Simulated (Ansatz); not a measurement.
## Symmetry broken, then relaxed in Mo

Method: Ansatz, DFT PBEsol, scalar-relativistic, plane waves, PAW. Cutoff 420 eV, Γ-centred 12×12×14 k-points, Gaussian smearing of 0.15 eV. No spin polarisation. Energies are free energies at this smearing, counted from the undisturbed cell; pressure is positive in compression.

Zero of the scan (relaxed at this level):

```xyz
1
Lattice="2.7423 0.0000 0.0000 -1.3712 2.3749 0.0000 0.0000 0.0000 2.4921" Properties=species:S:1:pos:R:3 pbc="T T T"
Mo    0.0000    0.0000    1.2460
```

The cell is strained by (0.0595, -0.0734, 0.0139, 0.0081, -0.1520, 0.0160) (xx, yy, zz, yz, xz, xy; engineering shear). Cell and atoms are then relaxed.

Q: Does the relaxation return to the undisturbed structure?

A: No. It ends 907.6 meV/atom below it. The disturbance itself cost -119.6 meV/atom. The final space group reads Im-3m (tolerance 0.05 Å) and the volume changes by -5.53 %.

Final structure:

```
Mo
1.0
     2.98204   -0.00023   -0.93687
    -1.49171    2.21465    0.46570
    -0.82400    0.00293    2.58069
Mo
1
Direct
  0.00000 0.00000 0.50000
```

The relaxation, step by step (energy from the first step; small jumps at an unchanged geometry come where the plane waves are selected anew for the new cell):

```csv
step,ΔE (meV/atom),largest force component (eV/Å),pressure (GPa)
1,0.0,0.000,2.52
2,-164.2,0.000,-1.55
3,-346.3,0.000,0.63
4,-526.4,0.000,1.95
5,-682.1,0.000,1.38
6,-757.8,0.000,6.33
7,-769.5,0.000,0.65
8,-769.6,0.000,0.04
9,-769.8,0.000,-0.02
10,-785.7,0.000,1.55
11,-787.9,0.000,0.18
12,-788.0,0.000,-0.01
13,-788.0,0.000,-0.01
```

Frames along the relaxation (Å, eV/Å):

```xyz
1
Lattice="2.906 0.022 -0.208 -1.434 2.190 0.114 -0.189 0.010 2.527" Properties=species:S:1:pos:R:3:forces:R:3 pbc="T T T" step=1
Mo   -0.095    0.005    1.263    0.000    0.000    0.000
1
Lattice="2.937 0.017 -0.342 -1.453 2.202 0.185 -0.308 0.016 2.526" Properties=species:S:1:pos:R:3:forces:R:3 pbc="T T T" step=2
Mo   -0.154    0.008    1.263    0.000    0.000    0.000
1
Lattice="2.931 0.012 -0.467 -1.454 2.195 0.248 -0.416 0.019 2.520" Properties=species:S:1:pos:R:3:forces:R:3 pbc="T T T" step=3
Mo   -0.208    0.009    1.260    0.000    0.000    0.000
1
Lattice="2.923 0.007 -0.595 -1.455 2.196 0.311 -0.527 0.018 2.522" Properties=species:S:1:pos:R:3:forces:R:3 pbc="T T T" step=4
Mo   -0.264    0.009    1.261    0.000    0.000    0.000
1
Lattice="2.944 0.003 -0.733 -1.469 2.203 0.368 -0.648 0.006 2.527" Properties=species:S:1:pos:R:3:forces:R:3 pbc="T T T" step=5
Mo   -0.324    0.003    1.263    0.000    0.000    0.000
1
Lattice="2.961 0.000 -0.864 -1.481 2.206 0.429 -0.764 0.002 2.514" Properties=species:S:1:pos:R:3:forces:R:3 pbc="T T T" step=6
Mo   -0.382    0.001    1.257    0.000    0.000    0.000
1
Lattice="2.972 0.000 -0.906 -1.486 2.213 0.450 -0.798 0.003 2.556" Properties=species:S:1:pos:R:3:forces:R:3 pbc="T T T" step=7
Mo   -0.399    0.001    1.278    0.000    0.000    0.000
1
Lattice="2.961 0.000 -0.906 -1.481 2.222 0.450 -0.797 0.002 2.561" Properties=species:S:1:pos:R:3:forces:R:3 pbc="T T T" step=8
Mo   -0.399    0.001    1.280    0.000    0.000    0.000
1
Lattice="2.968 0.000 -0.909 -1.484 2.219 0.452 -0.801 0.002 2.560" Properties=species:S:1:pos:R:3:forces:R:3 pbc="T T T" step=9
Mo   -0.400    0.001    1.280    0.000    0.000    0.000
1
Lattice="2.968 0.000 -0.909 -1.484 2.219 0.452 -0.801 0.002 2.560" Properties=species:S:1:pos:R:3:forces:R:3 pbc="T T T" step=10
Mo   -0.400    0.001    1.280    0.000    0.000    0.000
1
Lattice="2.980 0.000 -0.933 -1.491 2.216 0.464 -0.821 0.003 2.577" Properties=species:S:1:pos:R:3:forces:R:3 pbc="T T T" step=11
Mo   -0.410    0.001    1.289    0.000    0.000    0.000
1
Lattice="2.982 0.000 -0.937 -1.492 2.215 0.466 -0.824 0.003 2.581" Properties=species:S:1:pos:R:3:forces:R:3 pbc="T T T" step=12
Mo   -0.412    0.001    1.290    0.000    0.000    0.000
1
Lattice="2.982 0.000 -0.937 -1.492 2.215 0.466 -0.824 0.003 2.581" Properties=species:S:1:pos:R:3:forces:R:3 pbc="T T T" step=13
Mo   -0.412    0.001    1.290    0.000    0.000    0.000
```

Cost: 3 runs of about 2.1 core-minutes in all, on Intel Xeon Platinum 8375C (Ice Lake) (shared hosts).